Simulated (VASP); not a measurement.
CaSe in VASP: convergence with k mesh

Crystal: CaSe.

```
Se Ca
1.0
     0.00000    2.95600    2.95600
     2.95600    0.00000    2.95600
     2.95600    2.95600    0.00000
Se Ca
1 1
Direct
  0.50000 0.50000 0.50000
  0.00000 0.00000 0.00000
```

| Property | Result |
| --- | --- |
| Program | VASP 6.6.1 |
| Task | single point |
| Functional | PBE |
| Potentials or basis | VASP PAW PBE potentials, release 64 (Se, Ca_sv) |
| Cutoff | 520 eV |
| k mesh | 2 × 2 × 2 |
| Occupations | gaussian, width 0.02 eV |
| Spin | no spin polarisation |

These are the settings of the first run; the series varies k mesh, with any setting tied to it.

Hardware: 1 thread of Intel(R) Xeon(R) 6975P-C (Granite Rapids), on a shared host.

Question: The values tried are 2 × 2 × 2, 3 × 3 × 3, 4 × 4 × 4, 5 × 5 × 5, 6 × 6 × 6, 7 × 7 × 7, 9 × 9 × 9, 11 × 11 × 11, 13 × 13 × 13, loosest first. From which on does the pressure stay within 0.1 GPa of the tightest run that finished?

Answer: From 5 × 5 × 5 on.

```tsv
k mesh	energy less the tightest run, at zero smearing (meV/atom)	pressure (GPa)	gap on the mesh (eV)	SCF cycles	CPU time (s)	peak memory (GiB)
2 × 2 × 2	353.11	4.65	1.827	14	3.1	0.17
3 × 3 × 3	44.47	1.89	2.306	15	3.6	0.16
4 × 4 × 4	8.21	1.47	2.010	14	4.4	0.17
5 × 5 × 5	1.86	1.38	2.137	14	4.6	0.17
6 × 6 × 6	0.47	1.36	2.019	13	5.4	0.17
7 × 7 × 7	0.13	1.35	2.081	13	6.7	0.17
9 × 9 × 9	0.01	1.35	2.057	13	9.7	0.18
11 × 11 × 11	0.00	1.35	2.045	13	14	0.19
13 × 13 × 13	0.00	1.35	2.038	13	18	0.21
```

Against the tightest run, the energy stays within 1 meV/atom from 6 × 6 × 6 on; the gap on the mesh stays within 0.01 eV from 11 × 11 × 11 on. Meshes of other sizes hit other points, so gaps and Fermi surfaces needn't settle smoothly. The tightest run that finished is the yardstick and may itself not be fully converged.

Caveat, for the tightest run too: an odd mesh through Γ misses points on the zone boundary, where band edges often lie.
